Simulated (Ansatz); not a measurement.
## How far is PAW off for KF?

```xyz
2
Lattice="0.0000 2.6468 2.6735 2.6468 0.0000 2.6735 2.6468 2.6468 0.0000" Properties=species:S:1:pos:R:3 pbc="T T T"
K     0.0000    0.0000    0.0000
F     2.6468    2.6468    2.6735
```

Atoms are numbered in the order listed.

The cell is COD entry 9008652, as deposited and not checked against the literature; nothing was relaxed. The listed cell was then made from it by scaling, straining or moving an atom.

All numbers are computed: DFT, PBEsol, PAW with Ansatz's default frozen-core files, scalar-relativistic (Ansatz 0.2.0); DFT, PBEsol, all-electron PAW with datasets made for the crystal, scalar-relativistic (Ansatz 0.2.0); DFT, PBEsol, all-electron LAPW, scalar-relativistic (Ansatz 0.2.0).

For PAW: a Γ-centred 9×9×9 k mesh, Fermi–Dirac smearing of 0.01 eV, cutoff 420 eV, no spin polarisation; the PAW files were made with PBE, and the program remakes their frozen cores for this functional. The crystal-made all-electron datasets (AE datasets) take a cutoff of 280 eV at this cell. LAPW targets a basis error of 1 meV/atom. The Ansatz runs share mesh, smearing and spin set-up. Plane-wave (PAW) pressures include the program's estimate of the Pulay term.

Stress and pressure are positive in compression.

The change that made this cell: equal xx and yy strain of -1 %.

```tsv
quantity	PAW	AE datasets	LAPW
pressure (GPa)	-0.08	-0.08	-0.08
stress xx (GPa)	0.09	0.10	0.10
stress zz (GPa)	-0.44	-0.44	-0.44
band gap (eV)	6.133	6.126	6.127
field gradient Vzz at K1 (10²¹ V/m²)	0.26	0.26	–
field gradient Vzz at F2 (10²¹ V/m²)	0.12	0.12	–
```

PAW's pressure differs from the LAPW value by about 0.01 GPa or less.
